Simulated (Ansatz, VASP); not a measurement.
One calculation of ZnO, two programs

```xyz
4
Lattice="3.2494 0.0000 0.0000 -1.6247 2.8141 0.0000 0.0000 0.0000 5.2038" Properties=species:S:1:pos:R:3 pbc="T T T"
Zn    0.0000    1.8760    0.0000
Zn    1.6247    0.9380    2.6019
O     0.0000    1.8760    1.9884
O     1.6247    0.9380    4.5903
```

Alike in both runs: task single point; functional PBE; k mesh 12 × 12 × 6; occupations gaussian, width 0.05 eV; no spin polarisation.

```csv
,VASP,Ansatz
version,VASP 6.6.1,Ansatz 0.2.0
potentials or method,"VASP PAW PBE potentials, release 64 (Zn, O)","scalar-relativistic, plane waves, PAW"
plane-wave cutoff (eV),520,420
valence electrons in the cell,36,36
```

```tsv
	VASP	Ansatz	Ansatz less VASP
gap on the k mesh at the Fermi level (eV)	0.79	0.80	+0.015
least direct gap on the mesh (eV)	0.79	0.80	+0.015
pressure (GPa)	6.0	4.9	-1.10
largest component of the traceless stress (GPa)	0.17	0.21	+0.033
rms of the force components (eV/Å)	0.019	0.018	-0.0009
```

Atom by atom the forces differ by 0.001 eV/Å (rms over components).
